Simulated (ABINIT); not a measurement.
# MgS (F-43m) in ABINIT: reference runs

How does MgS come out in PBEsol? The cell is run as given and disturbed.

Everything below comes from runs of ABINIT 10.8.3 (patched build). Logs are shortened: lines on timing, memory, paths and dates and some standing lists are left out, and cuts for length are marked. The log counts tension as positive stress, the text compression.

## (1) The structure

Symmetry: F-43m, No. 216, cubic system. The conventional cell has a = 5.666 Å, b = 5.666 Å, c = 5.666 Å, α = 90.00°, β = 90.00°, γ = 90.00°. S (site symmetry -43m) is surrounded by 4 Mg at 2.45 Å. Around Mg (site symmetry -43m) lie 4 S at 2.45 Å.

The cell comes from a database or a generator and needn't be the stable form of this composition.

## (2) Single point, PBEsol

Input file run.abi:

```
pp_dirpath "./"
pseudos "S.upf, Mg.upf"

acell 7.5714462215 7.5714462215 7.5714462215
rprim
     0.0000000000     0.7071067812     0.7071067812
     0.7071067812     0.0000000000     0.7071067812
     0.7071067812     0.7071067812     0.0000000000
ntypat 2
znucl 16 12
natom 2
typat 1 2
xred
     0.2500000000     0.2500000000     0.2500000000
     0.0000000000     0.0000000000     0.0000000000

ecut 42.0

kptopt 1
ngkpt 8 8 8
nshiftk 1
shiftk 0.0 0.0 0.0

ixc -116133

nband 12
occopt 3
tsmear 0.00183747

nstep 100
tolvrs 1.0e-10

iomode 3
prtwf 0
prtden 0
prteig 0
prtebands 0
enunit 1
```

Potentials or basis: PseudoDojo NC SR PBEsol v0.4.1 standard.

Started as:

```console
$ abinit run.abi > log 2>&1
```

run.abo:

```text
.Version 10.8.3 of ABINIT
 Symmetries : space group F-4 3 m (#216); Bravais cF (face-center cubic)
================================================================================
 Values of the parameters that define the memory need of the present run
     intxc =       0    ionmov =       0      iscf =       7    lmnmax =       6
     lnmax =       6     mgfft =      48  mpssoang =       3    mqgrid =    3001
     natom =       2  nloc_mem =       1    nspden =       1   nspinor =       1
    nsppol =       1      nsym =      24    n1xccc =    2501    ntypat =       2
    occopt =       3   xclevel =       2
       mpw =        4006          nfft =      110592          nkpt =          29
================================================================================
================================================================================

--------------------------------------------------------------------------------
------------- Echo of variables that govern the present computation ------------
--------------------------------------------------------------------------------
 -outvars: echo values of preprocessed input variables --------
            acell      7.5714462215E+00  7.5714462215E+00  7.5714462215E+00 Bohr
              amu      3.20660000E+01  2.43050000E+01
             ecut      4.20000000E+01 Hartree
           enunit           1
              ixc     -116133
         kptrlatt        8    0    0      0    8    0      0    0    8
          kptrlen      6.05715698E+01
            natom           2
            nband          12
            ngfft          48      48      48
             nkpt          29
            nstep         100
             nsym          24
           ntypat           2
           occopt           3
           prtden           0
        prtebands           0
           prteig           0
            prtwf           0
            rprim      0.0000000000E+00  7.0710678120E-01  7.0710678120E-01
                       7.0710678120E-01  0.0000000000E+00  7.0710678120E-01
                       7.0710678120E-01  7.0710678120E-01  0.0000000000E+00
          spgroup         216
           tolvrs      1.00000000E-10
           tsmear      1.83747000E-03 Hartree
            typat      1  2
           xangst      1.4165600225E+00  1.4165600225E+00  1.4165600225E+00
                       0.0000000000E+00  0.0000000000E+00  0.0000000000E+00
            xcart      2.6769104834E+00  2.6769104834E+00  2.6769104834E+00
                       0.0000000000E+00  0.0000000000E+00  0.0000000000E+00
             xred      2.5000000000E-01  2.5000000000E-01  2.5000000000E-01
                       0.0000000000E+00  0.0000000000E+00  0.0000000000E+00
            znucl       16.00000   12.00000

================================================================================

 chkinp: Checking input parameters for consistency.

================================================================================
== DATASET  1 ==================================================================

--- !DatasetInfo
iteration_state: {dtset: 1, }
dimensions: {natom: 2, nkpt: 29, mband: 12, nsppol: 1, nspinor: 1, nspden: 1, mpw: 4006, }
cutoff_energies: {ecut:  42.0, pawecutdg:  -1.0, }
electrons: {nelect:   1.60000000E+01, charge:   0.00000000E+00, occopt:   3.00000000E+00, tsmear:   1.83747000E-03, }
meta: {optdriver: 0, ionmov: 0, optcell: 0, iscf: 7, paral_kgb: 0, }
...

 Real(R)+Recip(G) space primitive vectors, cartesian coordinates (Bohr,Bohr^-1):
 R(1)=  0.0000000  5.3538210  5.3538210  G(1)= -0.0933912  0.0933912  0.0933912
 R(2)=  5.3538210  0.0000000  5.3538210  G(2)=  0.0933912 -0.0933912  0.0933912
 R(3)=  5.3538210  5.3538210  0.0000000  G(3)=  0.0933912  0.0933912 -0.0933912
 Unit cell volume ucvol=  3.0691741E+02 bohr^3
 Angles (23,13,12)=  6.00000000E+01  6.00000000E+01  6.00000000E+01 degrees

 getcut: wavevector=  0.0000  0.0000  0.0000  ngfft=  48  48  48
         ecut(hartree)=     42.000   => boxcut(ratio)=   2.17306

--- Pseudopotential description ------------------------------------------------
- pspini: atom type   1  psp file is ./S.upf
12 -116133 2 -1 1146                          pspcod,pspxc,lmax,lloc,mmax
     nproj     2     2     2

- pspini: atom type   2  psp file is ./Mg.upf
12 -116133 1 -1 1510                          pspcod,pspxc,lmax,lloc,mmax
     nproj     2     2     0

   2.86410798E+02                                ecore*ucvol(ha*bohr**3)
--------------------------------------------------------------------------------

================================================================================

--- !BeginCycle
iteration_state: {dtset: 1, }
solver: {iscf: 7, nstep: 100, nline: 4, wfoptalg: 0, }
tolerances: {tolvrs: 1.00E-10, }
...

     iter   Etot(hartree)      deltaE(h)  residm     vres2
 ETOT  1  -70.376818313661    -7.038E+01 8.844E-02 2.283E+02
 ETOT  2  -70.423532587219    -4.671E-02 4.707E-03 2.149E+01
 ETOT  3  -70.425662205717    -2.130E-03 4.612E-04 1.767E-01
 ETOT  4  -70.425668086404    -5.881E-06 3.084E-04 1.586E-02
 ETOT  5  -70.425668435714    -3.493E-07 1.898E-05 8.960E-04
 ETOT  6  -70.425668516364    -8.065E-08 3.348E-05 4.728E-05
 ETOT  7  -70.425668519429    -3.065E-09 2.259E-06 6.894E-07
 ETOT  8  -70.425668519443    -1.437E-11 3.866E-06 8.816E-09
 ETOT  9  -70.425668519450    -7.262E-12 2.672E-07 5.376E-10
 ETOT 10  -70.425668519448     2.501E-12 4.544E-07 2.039E-11

 At SCF step   10       vres2   =  2.04E-11 < tolvrs=  1.00E-10 =>converged.

 Cartesian components of stress tensor (hartree/bohr^3)
  sigma(1 1)=  1.43776212E-05  sigma(3 2)=  0.00000000E+00
  sigma(2 2)=  1.43776212E-05  sigma(3 1)=  0.00000000E+00
  sigma(3 3)=  1.43776212E-05  sigma(2 1)=  0.00000000E+00

--- !ResultsGS
iteration_state: {dtset: 1, }
comment   : Summary of ground state results
lattice_vectors:
- [  0.0000000,   5.3538210,   5.3538210, ]
- [  5.3538210,   0.0000000,   5.3538210, ]
- [  5.3538210,   5.3538210,   0.0000000, ]
lattice_lengths: [   7.57145,    7.57145,    7.57145, ]
lattice_angles: [ 60.000,  60.000,  60.000, ] # degrees, (23, 13, 12)
lattice_volume:   3.0691741E+02
convergence: {deltae:  2.501E-12, res2:  2.039E-11, residm:  4.544E-07, diffor: null, }
etotal    :  -7.04256685E+01
entropy   :   0.00000000E+00
fermie    :   1.22140882E-01
cartesian_stress_tensor: # hartree/bohr^3
- [  1.43776212E-05,   0.00000000E+00,   0.00000000E+00, ]
- [  0.00000000E+00,   1.43776212E-05,   0.00000000E+00, ]
- [  0.00000000E+00,   0.00000000E+00,   1.43776212E-05, ]
pressure_GPa:  -4.2300E-01
xred      :
- [  2.5000E-01,   2.5000E-01,   2.5000E-01,  S]
- [  0.0000E+00,   0.0000E+00,   0.0000E+00, Mg]
cartesian_forces: # hartree/bohr
- [ -0.00000000E+00,  -0.00000000E+00,  -0.00000000E+00, ]
- [ -0.00000000E+00,  -0.00000000E+00,  -0.00000000E+00, ]
force_length_stats: {min:   0.00000000E+00, max:   0.00000000E+00, mean:   0.00000000E+00, }
...

 Integrated electronic density in atomic spheres:
 ------------------------------------------------
 Atom  Sphere_radius  Integrated_density
    1        2.00000          3.94794177
    2        2.00000          8.30724857
================================================================================

 ----iterations are completed or convergence reached----

 Mean square residual over all n,k,spin=   13.485E-10; max=  45.440E-08
 reduced coordinates (array xred) for    2 atoms
       0.250000000000      0.250000000000      0.250000000000
       0.000000000000      0.000000000000      0.000000000000
 rms dE/dt=  0.0000E+00; max dE/dt=  0.0000E+00; dE/dt below (all hartree)
    1       0.000000000000      0.000000000000      0.000000000000
    2       0.000000000000      0.000000000000      0.000000000000

 cartesian coordinates (angstrom) at end:
    1      1.41656002245879     1.41656002245879     1.41656002245879
    2      0.00000000000000     0.00000000000000     0.00000000000000

 cartesian forces (hartree/bohr) at end:
    1     -0.00000000000000    -0.00000000000000    -0.00000000000000
    2     -0.00000000000000    -0.00000000000000    -0.00000000000000
 frms,max,avg= 0.0000000E+00 0.0000000E+00   0.000E+00  0.000E+00  0.000E+00 h/b

 cartesian forces (eV/Angstrom) at end:
    1     -0.00000000000000    -0.00000000000000    -0.00000000000000
    2     -0.00000000000000    -0.00000000000000    -0.00000000000000
 frms,max,avg= 0.0000000E+00 0.0000000E+00   0.000E+00  0.000E+00  0.000E+00 e/A
 length scales=  7.571446221500  7.571446221500  7.571446221500 bohr
              =  4.006636791277  4.006636791277  4.006636791277 angstroms
 Fermi (or HOMO) energy (eV) =   3.32362   Average Vxc (eV)=  -8.73786
 Eigenvalues (   eV  ) for nkpt=  29  k points:
 kpt#   1, nband= 12, wtk=  0.00195, kpt=  0.0000  0.0000  0.0000 (reduced coord)
 -72.04228  -39.00311  -39.00311  -39.00311   -9.82001    1.44541    1.44541    1.44541
   4.72164    9.27619    9.27619    9.27619
 prteigrs : prtvol=0 or 1, do not print more k-points.

--- !EnergyTerms
iteration_state     : {dtset: 1, }
comment             : Components of total free energy in Hartree
kinetic             :  3.77939447909024E+01
hartree             :  2.54747208197022E+01
xc                  : -1.09788139330639E+01
Ewald energy        : -3.36102739967342E+01
psp_core            :  9.33185234576538E-01
local_psp           : -7.34389326727916E+01
non_local_psp       : -1.65994987620392E+01
internal            : -7.04256685194477E+01
'-kT*entropy'       :  1.12484121336684E-15
total_energy        : -7.04256685194477E+01
total_energy_eV     : -1.91638006771412E+03
band_energy         : -1.45515871526812E+01
...

 Cartesian components of stress tensor (hartree/bohr^3)
  sigma(1 1)=  1.43776212E-05  sigma(3 2)=  0.00000000E+00
  sigma(2 2)=  1.43776212E-05  sigma(3 1)=  0.00000000E+00
  sigma(3 3)=  1.43776212E-05  sigma(2 1)=  0.00000000E+00

-Cartesian components of stress tensor (GPa)         [Pressure= -4.2300E-01 GPa]
- sigma(1 1)=  4.23004220E-01  sigma(3 2)=  0.00000000E+00
- sigma(2 2)=  4.23004220E-01  sigma(3 1)=  0.00000000E+00
- sigma(3 3)=  4.23004220E-01  sigma(2 1)=  0.00000000E+00

== END DATASET(S) ==============================================================
================================================================================

 -outvars: echo values of variables after computation  --------
            acell      7.5714462215E+00  7.5714462215E+00  7.5714462215E+00 Bohr
           etotal     -7.0425668519E+01
            fcart     -0.0000000000E+00 -0.0000000000E+00 -0.0000000000E+00
                      -0.0000000000E+00 -0.0000000000E+00 -0.0000000000E+00
            rprim      0.0000000000E+00  7.0710678120E-01  7.0710678120E-01
                       7.0710678120E-01  0.0000000000E+00  7.0710678120E-01
                       7.0710678120E-01  7.0710678120E-01  0.0000000000E+00
           strten      1.4377621221E-05  1.4377621221E-05  1.4377621221E-05
                       0.0000000000E+00  0.0000000000E+00  0.0000000000E+00
           xangst      1.4165600225E+00  1.4165600225E+00  1.4165600225E+00
                       0.0000000000E+00  0.0000000000E+00  0.0000000000E+00
             xred      2.5000000000E-01  2.5000000000E-01  2.5000000000E-01
                       0.0000000000E+00  0.0000000000E+00  0.0000000000E+00
 Calculation completed.
```

It took 46 s on 1 thread of Arm Neoverse V1, shared host; peak memory 0.11 GiB.

What came out:

```yaml
Free_energy: -1916.3801 eV
Pressure: -0.4 GPa
Band_gap_on_the_k_mesh: 3.28 eV, direct
Valence_electrons_inside_the_program's_atomic_spheres: S 3.95; Mg 8.31
```

A k mesh can miss the band edges. As with any semilocal functional, this PBEsol gap is likely too small.

(Part 1 of 2 ends here.)
